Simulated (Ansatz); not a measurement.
GaN under changes of volume

One of the cells (11.310 Å³/atom); the others are scaled copies at fixed shape and fractional positions:

```
Ga N
1.0
     3.18000    0.00000    0.00000
    -1.59000    2.75396    0.00000
     0.00000    0.00000    5.16600
Ga N
2 2
Direct
  0.66667 0.33333 0.50000
  0.33333 0.66667 0.00000
  0.66667 0.33333 0.87500
  0.33333 0.66667 0.37500
```

| Quantity | Value |
| --- | --- |
| Program | Ansatz 0.2.0 |
| Functional | r2SCAN |
| Potentials or basis | Ansatz PAW |
| Cutoff | 500 eV (not typed: the program's choice for these potentials) |
| k mesh | 10 × 10 × 5 |
| Occupations | fermi-dirac, width 0.05 eV |
| Spin | spin-orbit coupling, no magnetisation |

```csv
volume (Å³/atom),energy over the lowest point (meV/atom),pressure (GPa),gap on the mesh (eV),largest force (eV/Å)
10.632,33.01,15.3,2.82,0.161
10.858,15.20,10.0,2.67,0.154
11.084,?,?,?,?
11.310,0.00,1.1,2.38,0.142
11.537,1.25,-2.8,2.24,0.136
11.763,7.63,-6.2,2.11,0.130
11.989,18.61,-9.3,1.97,0.125
```

Question: What does the run at 11.084 Å³/atom give?

Answer: Energy over the lowest point 4.43 meV/atom; pressure 5.3 GPa; gap on the mesh 2.52 eV; largest force 0.148 eV/Å.

Worked out: A Birch-Murnaghan fit of order 3 (a polynomial in V^(-2/3)) to the other rows has its minimum at 11.37 Å³/atom with B0 = V·E''(V) = 197 GPa and B' = 4.3 at fixed shape and positions, which overstates the stiffness. It gives 4.44 meV/atom at 11.084 Å³/atom, against the run's 4.43, and -dE/dV = 5.3 GPa, against 5.3. A straight line through the other rows of the gap, of slope -7.06 eV per unit of ln V (its deformation potential), gives 2.52 eV, against the run's 2.52.

Energies are extrapolated to zero smearing.

Caveats: odd divisions of the mesh miss points on the zone boundary, where band edges often lie, so the gap on the mesh can be too wide; the PAW data sets come from PBE, with cores solved anew for the run's functional, which leaves a small shift of forces and pressure.
